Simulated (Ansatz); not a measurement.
# SiC: the cost of one run

Program: Ansatz 0.2.0. Level of theory: DFT PBE, scalar-relativistic, plane waves, PAW. These are calculated values, not measurements.

### Step 1. The system as given

The structure is hexagonal, space group P6_3mc (No. 186). Conventional cell: a = 3.076 Å, b = 3.076 Å, c = 5.048 Å, α = 90.00°, β = 90.00°, γ = 120.00°. Around Si (site symmetry 3m) lie 4 C at 1.87 to 1.94 Å. C (site symmetry 3m) is surrounded by 4 Si at 1.87 to 1.94 Å.

As a file:

```
CELL_PARAMETERS angstrom
-4.61400 2.66389 5.04800
4.61400 -2.66389 5.04800
4.61400 7.99168 -5.04800
ATOMIC_POSITIONS crystal
Si 0.83333 0.16667 0.00000
Si 0.33333 0.66667 0.00000
Si 0.16667 0.00000 0.16667
Si 0.66667 0.50000 0.16667
Si 0.50000 0.83333 0.33333
Si 0.00000 0.33333 0.33333
Si 0.83333 0.66667 0.50000
Si 0.33333 0.16667 0.50000
Si 0.16667 0.50000 0.66667
Si 0.66667 0.00000 0.66667
Si 0.50000 0.33333 0.83333
Si 0.00000 0.83333 0.83333
Si 0.41667 0.08333 0.00000
Si 0.91667 0.58333 0.00000
Si 0.75000 0.91667 0.16667
Si 0.25000 0.41667 0.16667
Si 0.08333 0.75000 0.33333
Si 0.58333 0.25000 0.33333
Si 0.41667 0.58333 0.50000
Si 0.91667 0.08333 0.50000
Si 0.75000 0.41667 0.66667
Si 0.25000 0.91667 0.66667
Si 0.08333 0.25000 0.83333
Si 0.58333 0.75000 0.83333
C 0.02583 0.35917 0.00000
C 0.52583 0.85917 0.00000
C 0.35917 0.19250 0.16667
C 0.85917 0.69250 0.16667
C 0.69250 0.02583 0.33333
C 0.19250 0.52583 0.33333
C 0.02583 0.85917 0.50000
C 0.52583 0.35917 0.50000
C 0.35917 0.69250 0.66667
C 0.85917 0.19250 0.66667
C 0.69250 0.52583 0.83333
C 0.19250 0.02583 0.83333
C 0.60917 0.27583 0.00000
C 0.10917 0.77583 0.00000
C 0.94250 0.10917 0.16667
C 0.44250 0.60917 0.16667
C 0.27583 0.94250 0.33333
C 0.77583 0.44250 0.33333
C 0.60917 0.77583 0.50000
C 0.10917 0.27583 0.50000
C 0.94250 0.60917 0.66667
C 0.44250 0.10917 0.66667
C 0.27583 0.44250 0.83333
C 0.77583 0.94250 0.83333
```

The runs take a perfect supercell of 48 atoms; the defect goes to fractional position (0.026, 0.359, 0.000).

### Step 2. The perfect supercell

input.yaml

```yaml
crystal:
  lattice:
    - [-4.614, 2.663894, 5.048]
    - [4.614, -2.663894, 5.048]
    - [4.614, 7.991682, -5.048]
  atoms:
    - { symbol: Si, position: [0.833333, 0.166667, 0.0] }
    - { symbol: Si, position: [0.333333, 0.666667, 0.0] }
    - { symbol: Si, position: [0.166666, 0.0, 0.166667] }
    - { symbol: Si, position: [0.666666, 0.5, 0.166667] }
    - { symbol: Si, position: [0.5, 0.833334, 0.333333] }
    - { symbol: Si, position: [0.0, 0.333334, 0.333333] }
    - { symbol: Si, position: [0.833333, 0.666667, 0.5] }
    - { symbol: Si, position: [0.333333, 0.166667, 0.5] }
    - { symbol: Si, position: [0.166666, 0.5, 0.666667] }
    - { symbol: Si, position: [0.666666, 0.0, 0.666667] }
    - { symbol: Si, position: [0.5, 0.333334, 0.833333] }
    - { symbol: Si, position: [0.0, 0.833334, 0.833333] }
    - { symbol: Si, position: [0.416667, 0.083333, 0.0] }
    - { symbol: Si, position: [0.916667, 0.583333, 0.0] }
    - { symbol: Si, position: [0.75, 0.916666, 0.166667] }
    - { symbol: Si, position: [0.25, 0.416666, 0.166667] }
    - { symbol: Si, position: [0.083334, 0.75, 0.333333] }
    - { symbol: Si, position: [0.583334, 0.25, 0.333333] }
    - { symbol: Si, position: [0.416667, 0.583333, 0.5] }
    - { symbol: Si, position: [0.916667, 0.083333, 0.5] }
    - { symbol: Si, position: [0.75, 0.416666, 0.666667] }
    - { symbol: Si, position: [0.25, 0.916666, 0.666667] }
    - { symbol: Si, position: [0.083334, 0.25, 0.833333] }
    - { symbol: Si, position: [0.583334, 0.75, 0.833333] }
    - { symbol: C, position: [0.025833, 0.359167, 0.0] }
    - { symbol: C, position: [0.525833, 0.859167, 0.0] }
    - { symbol: C, position: [0.359166, 0.1925, 0.166667] }
    - { symbol: C, position: [0.859166, 0.6925, 0.166667] }
    - { symbol: C, position: [0.6925, 0.025834, 0.333333] }
    - { symbol: C, position: [0.1925, 0.525834, 0.333333] }
    - { symbol: C, position: [0.025833, 0.859167, 0.5] }
    - { symbol: C, position: [0.525833, 0.359167, 0.5] }
    - { symbol: C, position: [0.359166, 0.6925, 0.666667] }
    - { symbol: C, position: [0.859166, 0.1925, 0.666667] }
    - { symbol: C, position: [0.6925, 0.525834, 0.833333] }
    - { symbol: C, position: [0.1925, 0.025834, 0.833333] }
    - { symbol: C, position: [0.609167, 0.275833, 0.0] }
    - { symbol: C, position: [0.109167, 0.775833, 0.0] }
    - { symbol: C, position: [0.9425, 0.109166, 0.166667] }
    - { symbol: C, position: [0.4425, 0.609166, 0.166667] }
    - { symbol: C, position: [0.275834, 0.9425, 0.333333] }
    - { symbol: C, position: [0.775834, 0.4425, 0.333333] }
    - { symbol: C, position: [0.609167, 0.775833, 0.5] }
    - { symbol: C, position: [0.109167, 0.275833, 0.5] }
    - { symbol: C, position: [0.9425, 0.609166, 0.666667] }
    - { symbol: C, position: [0.4425, 0.109166, 0.666667] }
    - { symbol: C, position: [0.275834, 0.4425, 0.833333] }
    - { symbol: C, position: [0.775834, 0.9425, 0.833333] }
basis:
  ecutwfc: 420
  fft_grid_basis: typed
kpoints:
  mp_grid: { grid: [2, 2, 2] }
hamiltonian:
  xc: pbe
  pseudopotentials: { kind: paw }
scf:
  occupations: { method: gaussian, width: 0.05 }
output:
  forces: true
  stress: false
  eigenvalues: true
  bader: false
  write_density: true
  volumetric_format: npy
```

On the command line:

```
$ ansatz run input.yaml --threads 4 --pin off --max-ram 10240MiB --backend cpu --events-out ev --progress --plain --runs-dir out
```

**Question.** How long does this run take on 4 threads of Intel Xeon Platinum 8488C (Sapphire Rapids), shared host, and how much memory does it need?

About 3.1 s, with a peak of 1.9 GiB.
